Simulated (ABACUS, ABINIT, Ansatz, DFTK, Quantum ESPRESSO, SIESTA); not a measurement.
One calculation of LiH, 6 ways

```
Li H
1.0
     0.00000    2.03675    2.03675
     2.03675    0.00000    2.03675
     2.03675    2.03675    0.00000
Li H
1 1
Direct
  0.00000 0.00000 0.00000
  0.50000 0.50000 0.50000
```

Alike in all runs: task single point; functional PBEsol; k mesh 11 × 11 × 11; occupations fermi-dirac, width 0.05 eV; no spin polarisation; no spin-orbit coupling. Pressure is positive in compression and, in plane waves, holds the error of the finite cutoff.

```csv
program and potentials,plane-wave cutoff (eV),notes,pressure (GPa)
"ABINIT, PseudoDojo NC SR PBEsol v0.4.1 standard",1007,-,-2.34
"SIESTA, files PseudoDojo sr-pbesol-0.4.1-standard, DZP (energy shift 0.003 Ry; two zetas on semicore shells)",-,atomic basis,-2.28
"DFTK, PseudoDojo SR PBEsol 0.4.1 standard (PBEsol)",1007,-,-2.34
"Ansatz, all-electron LAPW, scalar-relativistic",-,-,-2.33
"ABACUS, PseudoDojo NC SR 0.4.1 PBEsol standard, plane waves",1007,-,?
"Quantum ESPRESSO, GBRV 1.5 PBEsol",612,-,-2.29
```

Q: Estimate from the other rows what the run with ABACUS, PseudoDojo NC SR 0.4.1 PBEsol standard, plane waves gave.

A: Pressure -2.35 GPa. The other rows, which needn't bracket it: pressure -2.34 to -2.28.
